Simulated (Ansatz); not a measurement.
CoO: strain energy, fitted

CoO, P6_3mc, a = 3.167 Å, c = 5.289 Å. This isn't the usual stable structure of the compound. Ansatz: PBE, PAW, 420 eV, Γ-centred 12×12×8 mesh on 4 atoms, Gaussian smearing 0.01 eV; collinear spin, largest moment 2.1 μB, opposite moments cancel in the cell. Series: uniaxial strain along c, with a, b and atoms relaxed; x is the strain in per cent. y is the free energy over the unstrained cell, V0 = 11.487 Å³/atom.

```
x (%) y (meV/atom)
 -3.0          6.46
 -2.0          2.87
 -1.0          0.71
  0.0          0.00
  1.0             ?
  2.0          2.79
  3.0          6.23
```

**Question.** Fit y = c2 x² + c3 x³ to the other rows, turn c2 into a modulus, and predict the missing energy.

**Answer.** Least squares on the rows shown. y = 0.7054 x² − 0.004319 x³. In eV per unit strain² c2 is 7.054; this is Young's modulus along the axis (E = ½ Y V0 ε²): 2 × 7.054 × 160.2 / (11.487) = 197 GPa. At x = 1.0 the fit asked for gives 0.70 meV/atom. The run gave 0.69 meV/atom, so the fit is 0.01 meV/atom too high, within twice the rms miss on the fitted rows (0.007 meV/atom).